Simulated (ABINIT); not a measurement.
Si:

```
Si
1.0
     0.00000    2.72185    2.72185
     2.72185    0.00000    2.72185
     2.72185    2.72185    0.00000
Si
2
Direct
  0.50000 0.50000 0.50000
  0.75000 0.75000 0.75000
```

Program: ABINIT 10.8.3 (patched build). Alike in all runs: no spin polarisation; cell as given; smearing fermi-dirac 0.05 eV. Hardware: 1 thread of Arm Neoverse V2, on a shared host.

**Question.** Order these runs on this cell by their wall time, lowest first.
A. task single point; level r2SCAN; potentials or basis JTH PAW PBE v2.0; k mesh 10 × 10 × 10; cutoff (eV) 490; fine-grid cutoff 979.61 eV
B. task single point; level PBEsol; potentials or basis JTH PAW PBE v2.0; k mesh 5 × 5 × 5; cutoff (eV) 408; fine-grid cutoff 816.342 eV
C. task band structure; level HLE16; potentials or basis PseudoDojo NC SR PBE v0.4.1 standard; k mesh 8 × 8 × 8; cutoff (eV) 490
D. task single point; level LDA; potentials or basis JTH PAW LDA v2.0; k mesh 5 × 5 × 5; cutoff (eV) 408; fine-grid cutoff 816.342 eV

**Answer.** D (1.7 s), B (6.6 s), C (18 s), A (200 s).

Caveats: the potentials were made for a functional far from this one (some runs).

Runs at the PBE level aren't shown here.
